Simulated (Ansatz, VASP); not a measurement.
# AlP: VASP beside Ansatz, part 2 of 2

Wanted: the spread between two codes on one cell, functional and k mesh. The cell is taken from a series of runs on this material, whose earlier steps may have relaxed, scaled, displaced or heated it; both programs get it as it stands.

VASP 6.6.1 and Ansatz 0.2.0.

So far: The structure; Ansatz: single point, HSE06.

## 3. VASP: single point, HSE06

Level of this step: HSE06; plane waves and PAW (Al, P) (VASP).

The same cell, functional and mesh now go to VASP, with its own data sets.

Lines of VASP's logs that name or quote its potential files are left out, and so is its time.

The run reads the wave functions of an earlier VASP run, which isn't shown here.

INCAR

```
SYSTEM = AlP
PREC = Accurate
ENCUT = 400
EDIFF = 1E-06
NELM = 100
ISMEAR = 0
SIGMA = 0.01
LREAL = .FALSE.
ALGO = Normal
LHFCALC = .TRUE.
AEXX = 0.25
GGA = PE
HFSCREEN = 0.208
LASPH = .TRUE.
NBANDS = 30
PRECFOCK = Fast
LORBIT = 11
LWAVE = .FALSE.
LCHARG = .FALSE.
ISIF = 2
LDIPOL = .TRUE.
IDIPOL = 3
DIPOL = 0.5 0.5 0.5
LVHAR = .TRUE.
```

POSCAR

```
AlP
1.0
    3.8544390642      0.0000000000      0.0000000000
    0.0000000000      5.4510000000      0.0000000000
    0.0000000000      0.0000000000     39.2000000000
Al P
5 5
Direct
    0.0000000000      0.0548400887      0.4135575912
    0.5000000000      0.4767593414      0.4492904226
    0.0000000000      0.9818755446      0.5000000000
    0.5000000000      0.4767593414      0.5507095774
    0.0000000000      0.0548400887      0.5864424088
    0.5000000000      0.2577669163      0.3977603156
    0.0000000000      0.7266113576      0.4511947994
    0.5000000000      0.2361690473      0.5000000000
    0.0000000000      0.7266113576      0.5488052006
    0.5000000000      0.2577669163      0.6022396844
```

KPOINTS

```
Automatic mesh
0
Gamma
4 2 1
0 0 0
```

Potentials, in the order of the species: Al and P (PBE family, release 64).

Started as:

```console
export OMP_NUM_THREADS=4
mpirun -np 1 vasp_std
```

Numbers of over 12 decimals in the logs are rounded to 6 here.

The program printed:

```text
[banner, memory and clock lines left out]
running    1 mpi-ranks, on    1 nodes
 distrk:  each k-point on    1 cores,    1 groups
 distr:  one band on    1 cores,    1 groups
 Offloading initialized ...    1 GPUs detected
 POSCAR found type information on POSCAR AlP
 POSCAR found :  2 types and      10 ions
 LDA part: xc-table for (Slater+PW92), standard interpolation
 found WAVECAR, reading the header
 POSCAR, INCAR and KPOINTS ok, starting setup
 FFT: planning ... GRIDC
 FFT: planning ... GRID_SOFT
 FFT: planning ... GRID
 reading WAVECAR
 the WAVECAR file was read successfully
 initial charge from wavefunction
 entering main loop
       N       E                     dE             d eps       ncg     rms          rms(c)
DAV:   1    -0.573184723777E+02   -0.57318E+02   -0.24203E+00   504   0.623E+00    0.192E+01
DAV:   2    -0.573361942771E+02   -0.17722E-01   -0.71589E-02   432   0.127E+00    0.127E+01
DAV:   3    -0.573328199107E+02    0.33744E-02   -0.54305E-03   548   0.347E-01    0.813E+00
DAV:   4    -0.573315964707E+02    0.12234E-02   -0.10323E-03   460   0.128E-01    0.487E+00
DAV:   5    -0.573311759038E+02    0.42057E-03   -0.15687E-04   486   0.531E-02    0.288E+00
DAV:   6    -0.573310201410E+02    0.15576E-03   -0.44133E-05   452   0.289E-02    0.168E+00
DAV:   7    -0.573309706392E+02    0.49502E-04   -0.20598E-05   446   0.188E-02    0.966E-01
DAV:   8    -0.573309575013E+02    0.13138E-04   -0.64475E-06   466   0.112E-02    0.549E-01
DAV:   9    -0.573309563200E+02    0.11812E-05   -0.21707E-06   356   0.740E-03    0.318E-01
DAV:  10    -0.573309594174E+02   -0.30973E-05   -0.15112E-06   340   0.623E-03    0.183E-01
DAV:  11    -0.573309636910E+02   -0.42736E-05   -0.83657E-07   326   0.483E-03    0.104E-01
DAV:  12    -0.573309680396E+02   -0.43487E-05   -0.54924E-07   332   0.391E-03    0.576E-02
DAV:  13    -0.573309720942E+02   -0.40545E-05   -0.37626E-07   318   0.323E-03    0.307E-02
DAV:  14    -0.573309756989E+02   -0.36048E-05   -0.26250E-07   310   0.265E-03    0.155E-02
[...]
DAV:  18    -0.573309865424E+02   -0.22372E-05   -0.80262E-08   302   0.125E-03    0.160E-03
DAV:  19    -0.573309884585E+02   -0.19161E-05   -0.66866E-08   312   0.105E-03    0.188E-03
DAV:  20    -0.573309901573E+02   -0.16988E-05   -0.49871E-08   294   0.890E-04    0.189E-03
DAV:  21    -0.573309916844E+02   -0.15272E-05   -0.46172E-08   318   0.771E-04    0.175E-03
DAV:  22    -0.573309929619E+02   -0.12775E-05   -0.33469E-08   300   0.662E-04    0.155E-03
DAV:  23    -0.573309941289E+02   -0.11670E-05   -0.31489E-08   284   0.586E-04    0.134E-03
DAV:  24    -0.573309951465E+02   -0.10175E-05   -0.24219E-08   280   0.515E-04    0.115E-03
DAV:  25    -0.573309960246E+02   -0.87818E-06   -0.23494E-08   284   0.462E-04
   1 F= -.57330996E+02 E0= -.57330996E+02  d E =-.115251E-35
```

From OUTCAR (step 3):

```text
ion  position               nearest neighbor table
   1  0.000  0.055  0.414-   6 2.31   6 2.31   7 2.32   2 3.31   2 3.31
   2  0.500  0.477  0.449-   6 2.35   7 2.36   7 2.36   8 2.38   1 3.31   1 3.31
   3  0.000  0.982  0.500-   7 2.37   9 2.37   8 2.37   8 2.37
   4  0.500  0.477  0.551-  10 2.35   9 2.36   9 2.36   8 2.38   5 3.31   5 3.31
   5  0.000  0.055  0.586-  10 2.31  10 2.31   9 2.32   4 3.31   4 3.31
   6  0.500  0.258  0.398-   1 2.31   1 2.31   2 2.35
   7  0.000  0.727  0.451-   1 2.32   2 2.36   2 2.36   3 2.37
   8  0.500  0.236  0.500-   3 2.37   3 2.37   4 2.38   2 2.38
   9  0.000  0.727  0.549-   5 2.32   4 2.36   4 2.36   3 2.37
  10  0.500  0.258  0.602-   5 2.31   5 2.31   4 2.35

  LATTYP: Found a simple orthorhombic cell.
 ALAT       =     3.8544390642
 B/A-ratio  =     1.4142135624
 C/A-ratio  =    10.1700920282

 Subroutine GETGRP returns: Found  4 space group operations
 (whereof  4 operations were pure point group operations)

The static configuration has the point symmetry C_2v.

 Found      6 irreducible k-points:

   k-points           NKPTS =      6   k-points in BZ     NKDIM =      8   number of bands    NBANDS=     30

   dimension x,y,z NGX =    28 NGY =   36 NGZ =  256
   dimension x,y,z NGXF=    56 NGYF=   72 NGZF=  512

   ENCUT  =  400.0 eV  29.40 Ry    5.42 a.u.   6.29  8.89 63.93*2*pi/ulx,y,z

   NELECT =      40.0000    total number of electrons

 k-points in reciprocal lattice and weights: Automatic mesh
   0.00000000  0.00000000  0.00000000       0.125
   0.25000000  0.00000000  0.00000000       0.250
   0.50000000  0.00000000  0.00000000       0.125
   0.00000000  0.50000000  0.00000000       0.125
   0.25000000  0.50000000  0.00000000       0.250
   0.50000000  0.50000000  0.00000000       0.125

  exchange ACFDT corr.  =         0.00000000  see jH, gK, PRB 81, 115126

 dipolmoment           0.000000      0.000000      0.000000 electrons x Angstroem

 average (electrostatic) potential at core
       1 -79.1904       2 -78.8171       3 -78.9294       4 -78.8171       5 -79.1904
       6 -86.3871       7 -86.8924       8 -86.7846       9 -86.8924      10 -86.3871

 E-fermi :  -3.6117

 k-point     1 :       0.0000    0.0000    0.0000
  band No.  band energies     occupation
    ...
     16      -4.4841      2.00000
     17      -3.9891      2.00000
     18      -3.9694      2.00000
     19      -3.8990      2.00000
     20      -3.6986      2.00000
     21      -1.2033      0.00000
     22      -0.3950      0.00000
     23      -0.1974      0.00000
     24       0.4806      0.00000
     25       0.7529      0.00000
    ...

 k-point     2 :       0.2500    0.0000    0.0000
  band No.  band energies     occupation
    ...
     16      -5.2753      2.00000
     17      -5.0382      2.00000
     18      -4.7576      2.00000
     19      -4.4051      2.00000
     20      -3.9394      2.00000
     21      -0.5684      0.00000
     22      -0.5637      0.00000
     23       0.6324      0.00000
     24       0.6559      0.00000
     25       0.9176      0.00000
    ...

 k-point     3 :       0.5000    0.0000    0.0000
  band No.  band energies     occupation
    ...
     16      -5.1880      2.00000
     17      -5.1359      2.00000
     18      -5.0290      2.00000
     19      -4.4340      2.00000
     20      -3.9708      2.00000
     21      -2.0195      0.00000
     22      -1.1633      0.00000
     23      -0.3645      0.00000
     24      -0.1842      0.00000
     25       0.2194      0.00000
    ...

  Total       -0.3007141     -0.0712382      1.6014264      0.0000000      0.0000000      0.0000000
  in kB       -0.5849800     -0.1385798      3.1152587      0.0000000      0.0000000      0.0000000
  external PRESSURE =       0.7972330 kB  Pullay stress =       0.0000000 kB

  energy-cutoff  :      400.00
  volume of cell :      823.61
      direct lattice vectors                 reciprocal lattice vectors
     3.854439064  0.000000000  0.000000000     0.259441123  0.000000000  0.000000000
     0.000000000  5.451000000  0.000000000     0.000000000  0.183452578  0.000000000
     0.000000000  0.000000000 39.200000000     0.000000000  0.000000000  0.025510204

 POSITION                                       TOTAL-FORCE (eV/Angst)
 -----------------------------------------------------------------------------------
      0.00000      0.29893     16.21146         0.000000     -0.019187     -0.107024
      1.92722      2.59882     17.61218         0.000000      0.041741     -0.038421
      0.00000      5.35220     19.60000         0.000000     -0.024716      0.000000
      1.92722      2.59882     21.58782         0.000000      0.041741      0.038421
      0.00000      0.29893     22.98854         0.000000     -0.019187      0.107024
      1.92722      1.40509     15.59220         0.000000     -0.056917     -0.086414
      0.00000      3.96076     17.68684         0.000000      0.058468     -0.016403
      1.92722      1.28736     19.60000         0.000000     -0.023493      0.000000
      0.00000      3.96076     21.51316         0.000000      0.058468      0.016403
      1.92722      1.40509     23.60780         0.000000     -0.056917      0.086414
 -----------------------------------------------------------------------------------
    total drift:                               -0.000000     -0.000504     -0.000000

  FREE ENERGIE OF THE ION-ELECTRON SYSTEM (eV)
  ---------------------------------------------------
  free  energy   TOTEN  =       -57.3309960246 eV

  energy  without entropy=      -57.3309960246  energy(sigma->0) =      -57.33099602

 vacuum level on the upper side and lower side of the slab         2.538         2.538

 total charge
# of ion       s       p       d       tot
------------------------------------------
    1        0.492   0.366   0.000   0.858
    2        0.447   0.402   0.000   0.849
    3        0.448   0.403   0.000   0.851
    4        0.447   0.402   0.000   0.849
    5        0.492   0.366   0.000   0.858
    6        1.045   1.526   0.000   2.571
    7        1.008   1.617   0.000   2.625
    8        1.008   1.603   0.000   2.610
    9        1.008   1.617   0.000   2.625
   10        1.045   1.526   0.000   2.571
--------------------------------------------------
tot          7.440   9.829   0.000  17.269

[... 3 further parts left out ...]
```

## 4. Comparison

Known differences besides the potentials themselves: exact exchange at q = 0 is treated differently, which shows on coarse meshes; VASP keeps PBE cores, Ansatz makes them for the functional; fixed occupations in Ansatz, narrow Gaussian smearing in VASP; Ansatz cuts the interaction across the vacuum, VASP repeats the sheet with a dipole correction; the cutoff is 420 eV in Ansatz and 400 eV in VASP; VASP takes a coarser grid for exact exchange (PRECFOCK = Fast). Total energies have different zeros and are not compared.

Both answers:

```csv
quantity,Ansatz,VASP,difference
gap on the k mesh (eV),1.679,1.679,0.000
```

A gap on the mesh is an upper bound, since the band edges may lie between its points. With vacuum in the cell, a pressure given here is an average over mostly empty space and none of the material.

## 5. Outcome

```json
{
  "difference in gap on the k mesh (single point, HSE06)": "-3.5e-4 eV"
}
```

**Reading.** The difference in gap on the k mesh is -3.5e-4 eV (single point, HSE06), within the 0.08 eV picked in this series as the mark of a large difference. How closely two codes agree says nothing of how well the functional describes the real material.

[Lines on the potential files, build, host, timing and source positions are cut from VASP's logs without a mark.]

[Logs are printed without paths, hosts, clocks, repeated set-up lines and the standing remarks that a program may print on its own settings, such as how far it seeks lower states.]

[Hosts, paths, dates, database ids (printed as entryN), source tags and the programs' standing remarks are cut or masked in the printed files.]
